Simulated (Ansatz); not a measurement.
**Hafnium, hcp under PBE: how the Fermi-Dirac smearing moves the result**

How small must the Fermi-Dirac smearing width be for energy and pressure to settle? The geometry was relaxed under PBE beforehand and stays fixed; 6 values are run, from 0.01 to 1.0 eV. Wanted are the values from which on the energy stays within 10 and 1 meV/atom, and the pressure within 0.5 GPa, of the narrowest run. Within the series other settings stay, but some runs also write fields, which adds to their time. Spin polarisation is left out.

Computed with Ansatz 0.2.0 (DFT PBE, plane waves with PAW, scalar-relativistic, unless a step says otherwise).

## 1. Starting point

The structure is hexagonal, space group P6_3/mmc (No. 194). The conventional cell has a = 3.205 Å, b = 3.205 Å, c = 5.074 Å, α = 90.00°, β = 90.00°, γ = 120.00°. Hf (site symmetry -6m2) is surrounded by 12 Hf at 3.14 to 3.20 Å.

As a file:

```cif
data_structure
_symmetry_space_group_name_H-M 'P 1'
_symmetry_Int_Tables_number 1
_cell_length_a 3.2045
_cell_length_b 3.2045
_cell_length_c 5.0738
_cell_angle_alpha 90.000
_cell_angle_beta 90.000
_cell_angle_gamma 120.000
_cell_volume 45.12
loop_
_atom_site_label
_atom_site_type_symbol
_atom_site_fract_x
_atom_site_fract_y
_atom_site_fract_z
_atom_site_occupancy
Hf1 Hf 0.33333 0.66667 0.25000 1
Hf2 Hf 0.66667 0.33333 0.75000 1
```

## 2. Run at 0.01 eV

The run at 0.01 eV.

Contents of input.yaml:

```yaml
crystal:
  lattice:
    - [3.2045059552, 0.0, 0.0]
    - [-1.6022529776, 2.7751835638, 0.0]
    - [0.0, 0.0, 5.0738215932]
  atoms:
    - { symbol: Hf, position: [0.3333333333, 0.6666666667, 0.25] }
    - { symbol: Hf, position: [0.6666666667, 0.3333333333, 0.75] }
hamiltonian:
  xc: pbe
  pseudopotentials:
    kind: paw
    azcp:
      Hf: "pseudopotentials/Hf.paw.azcp"
basis:
  ecutwfc: 420
  fft_grid_basis: typed
kpoints:
  mp_grid: { grid: [11, 11, 6], shift: [0, 0, 0] }
magnetization:
  spin_polarized: false
scf:
  occupations: { method: fermi_dirac, width: 0.01 }
  lower_state_search: "off"
output:
  stress: true
```

The run is started by

```bash
$ ansatz run input.yaml --threads 1 --pin off --max-ram 3584MiB --backend cpu --events-out ev --progress --plain --runs-dir out
```

What it wrote (excerpt; [...] marks lines left out):

```text
[...]
Pseudopotentials: kind: paw
Pseudopotential: Hf, paw, valence charge 26, recommended cutoff 420 eV (normal), <dir>
Functional definition: PBE
[...]
Crystal: 2 atoms, lattice volume = 45.122 Å³
Basis set: ecut = 420 eV, 881 PW (Γ)
Bands: 32, of which v1, the nominal top of the filled ones, is band 26 counted from 1 (25 counted from 0)
Symmetry: 24 space group operations
Space group: P63/mmc (ITA 194), of the structure as read, at distance tolerance 3.6e-5 Å
k-points: 64 of 726
[...]
SCF iter   1: F=—  HF=-31442.720952 eV  |F-HF|=—  |Δ(HF+E_count)|=         —  Δρ=3.26e-3  dr2=2.85e-3  ethr=1.77e-3  ⟨swp⟩=4.9  Hψ=6937  notcnv=0
[...]
SCF iter   6: F=-31442.721318 eV  HF=-31442.721318 eV  |F-HF|=1.03e-8  |Δ(HF+E_count)|=   2.48e-7  Δρ=9.13e-6  dr2=1.73e-8  ethr=1.92e-10  ⟨swp⟩=5.3  Hψ=8742  notcnv=0
[...]
SCF converged after 6 iterations
Free energy (F): -31442.721318 eV
[...]
E sigma→0 (E₀):  -31442.720730 eV
Entropy (-TS):   -0.001176 eV (-0.588 meV/atom)
Fermi energy:    19.687271 eV
[...]
--- Stress (GPa, compression-positive) ---
        0.100718       0.000000       0.000000
        0.000000       0.100718       0.000000
        0.000000       0.000000       0.285049
  P = ⅓ Tr σ = 0.1622 GPa (1.622 kbar)
```

Run time: 4.2 s. Hardware: 1 thread of Intel Xeon Platinum 8259CL at 2.50GHz (Skylake/Cascade Lake), shared host; peak memory 0.54 GiB.

## 3. Run at 0.03 eV

The run at 0.03 eV.

input.yaml: that of step 2 with these lines changed.

```diff
@@ -22,3 +22,3 @@
 scf:
-  occupations: { method: fermi_dirac, width: 0.01 }
+  occupations: { method: fermi_dirac, width: 0.03 }
   lower_state_search: "off"
```

The run is started by

```bash
$ ansatz run input.yaml --threads 1 --pin off --max-ram 3584MiB --backend cpu --events-out ev --progress --plain --runs-dir out
```

What it wrote (excerpt; [...] marks lines left out):

```text
[...]
Pseudopotentials: kind: paw
Pseudopotential: Hf, paw, valence charge 26, recommended cutoff 420 eV (normal), <dir>
Functional definition: PBE
[...]
Crystal: 2 atoms, lattice volume = 45.122 Å³
Basis set: ecut = 420 eV, 881 PW (Γ)
Bands: 32, of which v1, the nominal top of the filled ones, is band 26 counted from 1 (25 counted from 0)
Symmetry: 24 space group operations
Space group: P63/mmc (ITA 194), of the structure as read, at distance tolerance 3.6e-5 Å
k-points: 64 of 726
[...]
SCF iter   1: F=—  HF=-31442.724087 eV  |F-HF|=—  |Δ(HF+E_count)|=         —  Δρ=3.17e-3  dr2=2.57e-3  ethr=1.77e-3  ⟨swp⟩=4.9  Hψ=6846  notcnv=0
[...]
SCF iter   6: F=-31442.724516 eV  HF=-31442.724516 eV  |F-HF|=8.64e-9  |Δ(HF+E_count)|=   2.41e-7  Δρ=8.87e-6  dr2=1.69e-8  ethr=1.92e-10  ⟨swp⟩=5.2  Hψ=8554  notcnv=0
[...]
SCF converged after 6 iterations
Free energy (F): -31442.724516 eV
[...]
E sigma→0 (E₀):  -31442.721417 eV
Entropy (-TS):   -0.006198 eV (-3.099 meV/atom)
Fermi energy:    19.706565 eV
[...]
--- Stress (GPa, compression-positive) ---
        0.017362       0.000000       0.000000
        0.000000       0.017362       0.000000
        0.000000       0.000000       0.201276
  P = ⅓ Tr σ = 0.0787 GPa (0.787 kbar)
```

Run time: 4 s. Hardware: 1 thread of Intel Xeon Platinum 8259CL at 2.50GHz (Skylake/Cascade Lake), shared host; peak memory 0.54 GiB.

## 4. Run at 0.2 eV

The run at 0.2 eV.

input.yaml: that of step 3 with these lines changed.

```diff
@@ -22,3 +22,3 @@
 scf:
-  occupations: { method: fermi_dirac, width: 0.03 }
+  occupations: { method: fermi_dirac, width: 0.2 }
   lower_state_search: "off"
```

The run is started by

```bash
$ ansatz run input.yaml --threads 1 --pin off --max-ram 3584MiB --backend cpu --events-out ev --progress --plain --runs-dir out
```

What it wrote (excerpt; [...] marks lines left out):

```text
band count auto-derived: 33 (N_el = 52.0; filled up to band 26; 32 by the electrons, moments and atoms)
[...]
Pseudopotentials: kind: paw
Pseudopotential: Hf, paw, valence charge 26, recommended cutoff 420 eV (normal), <dir>
Functional definition: PBE
[...]
Crystal: 2 atoms, lattice volume = 45.122 Å³
Basis set: ecut = 420 eV, 881 PW (Γ)
Bands: 33, of which v1, the nominal top of the filled ones, is band 26 counted from 1 (25 counted from 0)
Symmetry: 24 space group operations
Space group: P63/mmc (ITA 194), of the structure as read, at distance tolerance 3.6e-5 Å
k-points: 64 of 726
[...]
SCF iter   1: F=—  HF=-31442.844523 eV  |F-HF|=—  |Δ(HF+E_count)|=         —  Δρ=2.32e-3  dr2=9.12e-4  ethr=1.77e-3  ⟨swp⟩=4.3  Hψ=6864  notcnv=0
[...]
SCF iter   6: F=-31442.845107 eV  HF=-31442.845107 eV  |F-HF|=8.43e-9  |Δ(HF+E_count)|=   1.03e-6  Δρ=1.21e-5  dr2=3.05e-8  ethr=1.92e-10  ⟨swp⟩=5.9  Hψ=9438  notcnv=0
[...]
SCF converged after 6 iterations
Free energy (F): -31442.845107 eV
[...]
E sigma→0 (E₀):  -31442.710423 eV
Entropy (-TS):   -0.269368 eV (-134.684 meV/atom)
Fermi energy:    19.663765 eV
[...]
--- Stress (GPa, compression-positive) ---
        0.099921       0.000000       0.000000
        0.000000       0.099921       0.000000
        0.000000       0.000000       0.686221
  P = ⅓ Tr σ = 0.2954 GPa (2.954 kbar)
```

It took 6.1 s on 1 thread of Intel Xeon Platinum 8259CL at 2.50GHz (Skylake/Cascade Lake), shared host; peak memory 0.54 GiB.

## 5. Run at 0.3 eV

The run at 0.3 eV.

input.yaml: that of step 4 with these lines changed.

```diff
@@ -22,3 +22,3 @@
 scf:
-  occupations: { method: fermi_dirac, width: 0.2 }
+  occupations: { method: fermi_dirac, width: 0.3 }
   lower_state_search: "off"
@@ -26 +26,5 @@
   stress: true
+  write_density: true
+  write_potential: true
+  elf: true
+  volumetric_format: npy
```

The run is started by

```bash
$ ansatz run input.yaml --threads 1 --pin off --max-ram 3584MiB --backend cpu --events-out ev --progress --plain --runs-dir out
```

What it wrote (excerpt; [...] marks lines left out):

```text
band count auto-derived: 34 (N_el = 52.0; filled up to band 26; 32 by the electrons, moments and atoms)
[...]
Pseudopotentials: kind: paw
Pseudopotential: Hf, paw, valence charge 26, recommended cutoff 420 eV (normal), <dir>
Functional definition: PBE
[...]
Crystal: 2 atoms, lattice volume = 45.122 Å³
Basis set: ecut = 420 eV, 881 PW (Γ)
Bands: 34, of which v1, the nominal top of the filled ones, is band 26 counted from 1 (25 counted from 0)
Symmetry: 24 space group operations
Space group: P63/mmc (ITA 194), of the structure as read, at distance tolerance 3.6e-5 Å
k-points: 64 of 726
[...]
SCF iter   1: F=—  HF=-31443.024176 eV  |F-HF|=—  |Δ(HF+E_count)|=         —  Δρ=2.31e-3  dr2=1.34e-3  ethr=1.77e-3  ⟨swp⟩=4.4  Hψ=6963  notcnv=0
[...]
SCF iter   7: F=-31443.024321 eV  HF=-31443.024321 eV  |F-HF|=3.55e-9  |Δ(HF+E_count)|=   9.42e-9  Δρ=4.02e-6  dr2=3.89e-9  ethr=1.01e-10  ⟨swp⟩=8.3  Hψ=14462  notcnv=0
[...]
SCF converged after 7 iterations
Free energy (F): -31443.024321 eV
[...]
E sigma→0 (E₀):  -31442.688248 eV
Entropy (-TS):   -0.672147 eV (-336.074 meV/atom)
Fermi energy:    19.637309 eV
[...]
--- Stress (GPa, compression-positive) ---
        0.503462       0.000000       0.000000
       -0.000000       0.503462       0.000000
        0.000000       0.000000       2.022520
  P = ⅓ Tr σ = 1.0098 GPa (10.098 kbar)
--- Band table (eV; the first three rows and the last of 64) ---
[...]
```

Run time: 9.4 s. Hardware: 1 thread of Intel Xeon Platinum 8259CL at 2.50GHz (Skylake/Cascade Lake), shared host; peak memory 0.54 GiB.

## 6. Run at 0.6 eV

The run at 0.6 eV.

input.yaml: that of step 5 with these lines changed.

```diff
@@ -22,3 +22,3 @@
 scf:
-  occupations: { method: fermi_dirac, width: 0.3 }
+  occupations: { method: fermi_dirac, width: 0.6 }
   lower_state_search: "off"
@@ -26,5 +26 @@
   stress: true
-  write_density: true
-  write_potential: true
-  elf: true
-  volumetric_format: npy
```

The run is started by

```bash
$ ansatz run input.yaml --threads 1 --pin off --max-ram 3584MiB --backend cpu --events-out ev --progress --plain --runs-dir out
```

What it wrote (excerpt; [...] marks lines left out):

```text
band count auto-derived: 37 (N_el = 52.0; filled up to band 26; 32 by the electrons, moments and atoms)
[...]
Pseudopotentials: kind: paw
Pseudopotential: Hf, paw, valence charge 26, recommended cutoff 420 eV (normal), <dir>
Functional definition: PBE
[...]
Crystal: 2 atoms, lattice volume = 45.122 Å³
Basis set: ecut = 420 eV, 881 PW (Γ)
Bands: 37, of which v1, the nominal top of the filled ones, is band 26 counted from 1 (25 counted from 0)
Symmetry: 24 space group operations
Space group: P63/mmc (ITA 194), of the structure as read, at distance tolerance 3.6e-5 Å
k-points: 64 of 726
[...]
SCF iter   1: F=—  HF=-31444.072694 eV  |F-HF|=—  |Δ(HF+E_count)|=         —  Δρ=5.50e-3  dr2=1.39e-2  ethr=1.77e-3  ⟨swp⟩=4.1  Hψ=7552  notcnv=0
[...]
SCF iter   8: F=-31444.068099 eV  HF=-31444.068099 eV  |F-HF|=1.75e-10  |Δ(HF+E_count)|=   3.49e-8  Δρ=1.62e-6  dr2=1.20e-9  ethr=4.03e-11  ⟨swp⟩=4.8  Hψ=7755  notcnv=0
[...]
SCF converged after 8 iterations
Free energy (F): -31444.068099 eV
[...]
E sigma→0 (E₀):  -31442.685568 eV
Entropy (-TS):   -2.765061 eV (-1382.531 meV/atom)
Fermi energy:    19.594208 eV
[...]
--- Stress (GPa, compression-positive) ---
        3.147904       0.000000       0.000000
        0.000000       3.147904       0.000000
        0.000000       0.000000       6.877978
  P = ⅓ Tr σ = 4.3913 GPa (43.913 kbar)
```

It took 7.2 s on 1 thread of Intel Xeon Platinum 8259CL at 2.50GHz (Skylake/Cascade Lake), shared host; peak memory 0.55 GiB.

## 7. Run at 1.0 eV

The run at 1.0 eV.

input.yaml: that of step 6 with these lines changed.

```diff
@@ -22,3 +22,3 @@
 scf:
-  occupations: { method: fermi_dirac, width: 0.6 }
+  occupations: { method: fermi_dirac, width: 1.0 }
   lower_state_search: "off"
```

The run is started by

```bash
$ ansatz run input.yaml --threads 1 --pin off --max-ram 3584MiB --backend cpu --events-out ev --progress --plain --runs-dir out
```

What it wrote (excerpt; [...] marks lines left out):

```text
band count auto-derived: 42 (N_el = 52.0; filled up to band 26; 32 by the electrons, moments and atoms)
[...]
Pseudopotentials: kind: paw
Pseudopotential: Hf, paw, valence charge 26, recommended cutoff 420 eV (normal), <dir>
Functional definition: PBE
[...]
Crystal: 2 atoms, lattice volume = 45.122 Å³
Basis set: ecut = 420 eV, 881 PW (Γ)
Bands: 42, of which v1, the nominal top of the filled ones, is band 26 counted from 1 (25 counted from 0)
Symmetry: 24 space group operations
Space group: P63/mmc (ITA 194), of the structure as read, at distance tolerance 3.6e-5 Å
k-points: 64 of 726
[...]
SCF iter   1: F=—  HF=-31446.418633 eV  |F-HF|=—  |Δ(HF+E_count)|=         —  Δρ=1.07e-2  dr2=5.64e-2  ethr=1.77e-3  ⟨swp⟩=5.4  Hψ=9211  notcnv=0
[...]
SCF iter   8: F=-31446.398763 eV  HF=-31446.398763 eV  |F-HF|=1.54e-9  |Δ(HF+E_count)|=   8.91e-8  Δρ=2.77e-6  dr2=4.36e-9  ethr=1.58e-10  ⟨swp⟩=5.0  Hψ=8968  notcnv=0
[...]
SCF converged after 8 iterations
Free energy (F): -31446.398763 eV
[...]
E sigma→0 (E₀):  -31442.935978 eV
Entropy (-TS):   -6.925571 eV (-3462.786 meV/atom)
Fermi energy:    19.556619 eV
[...]
--- Stress (GPa, compression-positive) ---
        8.440338       0.000000       0.000000
       -0.000000       8.440338       0.000000
        0.000000       0.000000      12.931851
  P = ⅓ Tr σ = 9.9375 GPa (99.375 kbar)
```

Wall time 6.5 s (1 thread of Intel Xeon Platinum 8259CL at 2.50GHz (Skylake/Cascade Lake), shared host); peak memory 0.56 GiB.

## 8. All values side by side

Differences are taken from the run at 0.01 eV.

| smearing (eV) | F (meV/atom) | E(σ → 0) (meV/atom) | P (GPa) | SCF cycles | CPU time |
| --- | --- | --- | --- | --- | --- |
| 0.01 | 0.00 | 0.00 | 0.16 | 6 | 4.2 s |
| 0.03 | -1.60 | -0.34 | 0.08 | 6 | 4 s |
| 0.2 | -61.89 | 5.15 | 0.30 | 6 | 6.1 s |
| 0.3 | -151.50 | 16.24 | 1.01 | 7 | 9.4 s |
| 0.6 | -673.39 | 17.58 | 4.39 | 8 | 7.2 s |
| 1.0 | -1838.72 | -107.62 | 9.94 | 8 | 6.5 s |

## 9. What came out

```
                                           quantity                       value
       E(σ → 0) stays within 10 meV/atom of 0.01 eV                up to 0.2 eV
                   E(σ → 0) stays within 1 meV/atom               up to 0.03 eV
                      pressure stays within 0.5 GPa                up to 0.2 eV
                                pressure at 0.01 eV                    0.16 GPa
energy of a separate run on a finer mesh (19×19×10)  -1.0 meV/atom from 0.01 eV
```

The far end, 1.0 eV, lies -107.6 meV/atom and +9.8 GPa from the yardstick. Over the range F shifts by -1838.7 meV/atom, while E(σ → 0) shifts by -107.6. With this scheme F falls about as the square of the width. The mesh (11×11×6) is fixed, so the narrowest widths carry a k-point error of their own. The yardstick itself is unsettled by 1.0 meV/atom against the finer mesh, so the thresholds above hold only within this series, and wider smearing, which averages over more states, can land nearer the fine-mesh value than the narrowest does.
